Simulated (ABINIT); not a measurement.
**TiPt3 in ABINIT: the effect of potentials**

TiPt3:

```
CELL_PARAMETERS angstrom
3.89700 0.00000 0.00000
0.00000 3.89700 0.00000
0.00000 0.00000 3.89700
ATOMIC_POSITIONS crystal
Pt 0.50000 0.50000 0.00000
Pt 0.50000 0.00000 0.50000
Pt 0.00000 0.50000 0.50000
Ti 0.00000 0.00000 0.00000
```

Alike in all runs:

* Program: ABINIT 10.8.3 (patched build)
* Task: single point
* Functional: PBEsol
* k mesh: 7 × 7 × 7
* Occupations: fermi-dirac, width 0.05 eV
* Spin: no spin polarisation

```tsv
potentials	cutoff	pressure (GPa)
PseudoDojo NC SR PBEsol v0.4.1 standard	1143 eV	0.1
PseudoDojo NC SR PBEsol v0.4 stringent	1143 eV	0.1
JTH PAW PBE v2.0	435 eV	?
```

Question: What does the run with potentials JTH PAW PBE v2.0 give?

Answer: Pressure 1.5 GPa.

Caveats: the PAW data sets were made with another functional, which shifts forces and pressure a little (some runs).

The runs don't all hold the same shells in valence.
